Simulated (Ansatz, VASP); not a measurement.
## One calculation of C, two programs

```
CELL_PARAMETERS angstrom
2.45892 0.00000 0.00000
-1.22946 2.12948 0.00000
0.00000 0.00000 7.27656
ATOMIC_POSITIONS crystal
C 0.00000 0.00000 0.00250
C 0.00000 0.00000 0.50250
C 0.33333 0.66667 0.00250
C 0.66667 0.33333 0.50250
```

Alike in both runs: task electric field gradients; functional PBEsol; k mesh 18 × 18 × 6; occupations fermi-dirac, width 0.15 eV; no spin polarisation.

```csv
,VASP,Ansatz
version,VASP 6.6.1,Ansatz 0.2.0
potentials or method,"VASP PAW PBE potentials, release 64 (C)","scalar-relativistic, plane waves, PAW"
plane-wave cutoff (eV),520,420
valence electrons in the cell,16,16
```

Ansatz gave:

* gap on the k mesh at the Fermi level (eV): none
* pressure (GPa): 0.0
* largest component of the traceless stress (GPa): 0.01
* Vzz of the field gradient on the site that differs most (V/Å²): 24.6

Problem. Which values does VASP return?

Solution. gap on the k mesh at the Fermi level (eV): none; pressure (GPa): 0.6; largest component of the traceless stress (GPa): 0.69; Vzz of the field gradient on the site that differs most (V/Å²): 32.1.

A gap of «none» marks a metal or a gap that the smearing closes.

Caveats: the PAW data sets were made with another functional, which shifts forces and pressure a little (VASP); this functional lacks dispersion, which binds the layers, so the pressure and a relaxed spacing across them are unreliable.
